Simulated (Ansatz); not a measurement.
# Rh: the cost of one run

Method: DFT HSE06, scalar-relativistic, plane waves, PAW (the target; the first runs use scalar-relativistic PBE), in Ansatz 0.2.0.

This is Rh in the hcp structure; at room conditions it is fcc.

## (1) The starting structure

The structure is hexagonal, space group P6_3/mmc (No. 194). The conventional cell has a = 2.687 Å, b = 2.687 Å, c = 4.388 Å, α = 90.00°, β = 90.00°, γ = 120.00°. Rh (site symmetry -6m2) is surrounded by 12 Rh at 2.69 Å.

As a file:

```xyz
2
Lattice="2.6868 0.0000 0.0000 -1.3434 2.3269 0.0000 0.0000 0.0000 4.3885" Properties=species:S:1:pos:R:3 pbc="T T T"
Rh    0.0000    1.5512    3.2914
Rh    1.3434    0.7756    1.0971
```

## (2) Relaxing cell and atoms (PBE, 8×8×4 mesh)

input.yaml reads:

```yaml
crystal:
  lattice:
    - [2.6868192162, 0.0, 0.0]
    - [-1.3434096081, 2.3268536966, 0.0]
    - [0.0, 0.0, 4.3884713865]
  atoms:
    - { symbol: Rh, position: [0.3333333333, 0.6666666667, 0.75] }
    - { symbol: Rh, position: [0.6666666667, 0.3333333333, 0.25] }
basis:
  ecutwfc: 420
  ecutrho_ratio: 4
kpoints:
  mp_grid: { grid: [8, 8, 4] }
hamiltonian:
  xc: pbe
scf:
  occupations: { method: gaussian, width: 0.05 }
output:
  forces: true
  stress: true
  eigenvalues: true
relax:
  f_tol: 0.03
  max_steps: 60
  cell: { stress_tol: 0.3 }
```

Q: Estimate wall time and peak memory on 4 threads of an Arm CPU, shared host.

About 2 s, with a peak of 0.3 GiB.
